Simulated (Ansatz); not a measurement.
NaI:

```
CELL_PARAMETERS angstrom
0.00000 3.23640 3.23640
3.23640 0.00000 3.23640
3.23640 3.23640 0.00000
ATOMIC_POSITIONS crystal
I 0.50000 0.50000 0.50000
Na 0.00000 0.00000 0.00000
```

```yaml
Program: Ansatz 0.2.0
Task: single point
Functional: PBE
Potentials_or_basis: all-electron LAPW, scalar-relativistic
Cutoff: 133 eV (chosen from the basis error)
Basis_error_allowed: 0.001 eV/atom
k_mesh: 7 × 7 × 7
Occupations: fermi-dirac, width 0.05 eV
Spin: no spin polarisation
```

On this cell: pressure 0.4 GPa; largest force zero by symmetry; band gap on the k mesh 3.64 eV, direct.

The same run follows on a disturbed copy (atoms moved at random, drawn with an rms of 0.05 Å):

```
I Na
1.0
     0.00000    3.23640    3.23640
     3.23640    0.00000    3.23640
     3.23640    3.23640    0.00000
I Na
1 1
Direct
  0.50023 0.50018 0.49698
  0.01179 0.00480 0.99300
```

Question: What changes?

Answer: The energy moves by +0.8 meV/atom; pressure 0.4 GPa; largest force 0.052 eV/Å; band gap on the k mesh 3.64 eV, direct.

Forces on the atoms (eV/Å):
```
I    0.002  0.022  0.047
Na  -0.002 -0.022 -0.047
```

Caveats: spin-orbit coupling is left out, which moves the levels of the heavy elements.

